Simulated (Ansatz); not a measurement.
Free-standing chains of the atoms of SrO, named by their start (strip: triangular double chain, ladder: square double chain); atoms and period are relaxed, and energies count from relaxed bulk SrO (Fm-3m, 17.52 Å³/atom, gap on the mesh 3.33 eV).

These are results of DFT PBE, scalar-relativistic, plane waves, PAW in Ansatz 0.2.0, not measurements.

Plane waves to 420 eV, a k mesh through Γ of 1×1×14 on the computed 2-atom cell and Gaussian smearing (0.05 eV); collinear spin from starting moments 0.5 0.5 μB.

Start (linear chain):

```xyz
2
Lattice="9.0000 0.0000 0.0000 0.0000 9.3000 0.0000 0.0000 0.0000 4.6753" Properties=species:S:1:pos:R:3 pbc="T T T"
Sr    4.5000    4.6500    0.0000
O     4.5000    4.6500    2.3376
```

Problem. What does the relaxation give?

Solution. The free energy falls by 55 meV/atom.

```
excess energy (eV per host atom)                      : 1.356
period (Å)                                            : 4.483
gap on the mesh (eV)                                  : 0.53
highest filled level or Fermi level under vacuum (eV) : 2.26
size of the moment (μB per cell)                      : 0.00
```

Relaxed structure:
```
CELL_PARAMETERS angstrom
9.00000 0.00000 0.00000
0.00000 9.30000 0.00000
0.00000 0.00000 4.48282
ATOMIC_POSITIONS crystal
Sr 0.50000 0.50000 0.00000
O 0.50000 0.50000 0.50000
```

Each run keeps its start's symmetry and one magnetic start, so lower states can exist.

Time: 10 s on 2 threads of Intel(R) Xeon(R) 6975P-C (Granite Rapids) (shared host), peak memory 0.62 GiB.